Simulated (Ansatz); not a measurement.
Input of an Ansatz 0.2.0 run:

Contents of input.yaml:

```yaml
crystal:
  lattice:
    - [-1.9305536475, 1.9305536475, 2.7386088345]
    - [1.9305536475, -1.9305536475, 2.7386088345]
    - [1.9305536475, 1.9305536475, -2.7386088345]
  atoms:
    - { symbol: Eu, position: [0.5, 0.5, 0.0], spin: 7.0 }
    - { symbol: O, position: [0.25, 0.75, 0.5] }
    - { symbol: O, position: [0.75, 0.25, 0.5] }
hamiltonian:
  xc: r2scan
  pseudopotentials: { kind: paw }
  hubbard: { sites: [{ species: Eu, l: f, u_eff: 1.0 }] }
magnetization:
  spin_polarized: true
kpoints:
  mp_grid: { grid: [10, 10, 10] }
scf:
  occupations: { method: fermi_dirac, width: 0.05 }
  n_extra_bands: 7
output:
  forces: true
  stress: true
  eigenvalues: true
  dos: { projected: true, de: 0.05, nscf_kmesh: { grid: [15, 15, 15] } }
```

Potentials or basis: Ansatz PAW.

Run with:

```bash
$ ansatz run input.yaml --threads 2 --pin off --max-ram 5632MiB --backend cpu --events-out ev --progress --plain --runs-dir out
```

(1) Predict the absolute moment.

(2) Estimate the site moments.

(3) Estimate the band gap on the k mesh.

Results:

(1) 7.18 μB per cell.

(2) Eu +5.90; O -0.54 μB.

(3) none (metal or under the smearing width).

Caveat: the magnetic or orbital state may not be the lowest; spin-orbit coupling is left out, which moves the levels of the heavy elements; a cell with one magnetic atom can't hold antiferromagnetic order, which such compounds often take; the density of states is complete only up to the lowest level of the last band computed.
